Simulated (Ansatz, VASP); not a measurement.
One calculation of HfC, two programs

```
Hf C
1.0
     0.00000    2.32500    2.32500
     2.32500    0.00000    2.32500
     2.32500    2.32500    0.00000
Hf C
1 1
Direct
  0.50000 0.50000 0.50000
  0.00000 0.00000 0.00000
```

Alike in both runs: functional PBE; k mesh 12 × 12 × 12; occupations fermi-dirac, width 0.05 eV; no spin polarisation.

Ansatz relaxed the structure, and its values are those at the end. VASP's run is a single point on that final structure, the one shown.

|  | VASP | Ansatz |
| --- | --- | --- |
| version | VASP 6.6.1 | Ansatz 0.2.0 |
| potentials or method | VASP PAW PBE potentials, release 64 (Hf_pv, C) | plane-wave PAW, scalar-relativistic |
| plane-wave cutoff (eV) | 520 | 420 |
| valence electrons in the cell | 14 | 30 |

```tsv
	VASP	Ansatz	Ansatz less VASP
pressure (GPa)	-0.4	0.2	+0.67
```

The functional is the same, so the differences come from potentials, cutoffs and numerics. The two sets of potentials don't hold the same shells in valence. Ansatz warned: «gradients_without_spin_orbit».

Spin-orbit coupling is left out, which matters for the levels of Hf.
